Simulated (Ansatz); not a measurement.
NaI (Fm-3m): one-shot GW input and result

Level of theory: Ansatz 0.2.0-dev, G0W0@PBE, full frequency by contour deformation, all-electron datasets in plane waves (scalar-relativistic, Gaussian nuclei).

Input files:

```yaml
crystal:
  lattice:
    - [0.0, 2.7821, 2.7821]
    - [2.7821, 0.0, 2.7821]
    - [2.7821, 2.7821, 0.0]
  atoms:
    - { symbol: Na, position: [0.0, 0.0, 0.0] }
    - { symbol: I, position: [0.5, 0.5, 0.5] }
basis:
  precision: f64
  xc_grid: 2
kpoints:
  mp_grid: { grid: [4, 4, 4], shift: [0, 0, 0] }
hamiltonian:
  xc: pbe
  dispersion: none
  pseudopotentials: { kind: all_electron, nuclear_model: gaussian }
magnetization:
  spin_polarized: false
scf:
  lower_state_search: "off"
  max_iter: 200
  occupations: { method: fixed }
  convergence: { dr2_threshold: "1e-10 eV" }
output: {}
gw:
  n_empty_bands: 98
  ecut_chi: 100
  ecutfock_ratio: 1
  qp_bands: [v1, c1]
  screening: { model: contour_deformation }
```

Levels count from the highest filled Kohn-Sham level listed; ε_QP = ε_KS + Z(Σ − Vxc). VB is the top filled band, CB the lowest empty one. Points in brackets are given in fractions of the reciprocal vectors. The wave cutoff came out at 3300 eV.

```tsv
k	band	ε_KS (eV)	Σx − Vxc (eV)	Σc (eV)	Z	ε_QP (eV)
Γ	VB	0.00	-2.70	1.40	0.81	-1.07
Γ	CB	5.50	4.91	-3.96	0.83	6.30
(0, -0.5, -0.5)	CB	4.19	3.91	-3.44	0.83	4.58
```

The gap (from Γ to k = (0, -0.5, -0.5)) opens from 4.19 eV to 5.65 eV.

Electronic (ion-clamped) dielectric constant on this mesh, from the head of the inverse dielectric matrix: 4.5.

The cell is a model at fixed atoms and needn't be the relaxed known crystal. Spin-orbit coupling is left out. The mesh is coarse, so these are values at the stated settings, not converged ones. Band sums or response are cut, so the gap isn't at its basis limit. The gap is read on the mesh, and the crystal's band edges can lie off it. Meshes this coarse can overestimate the dielectric constant by a tenth and more.
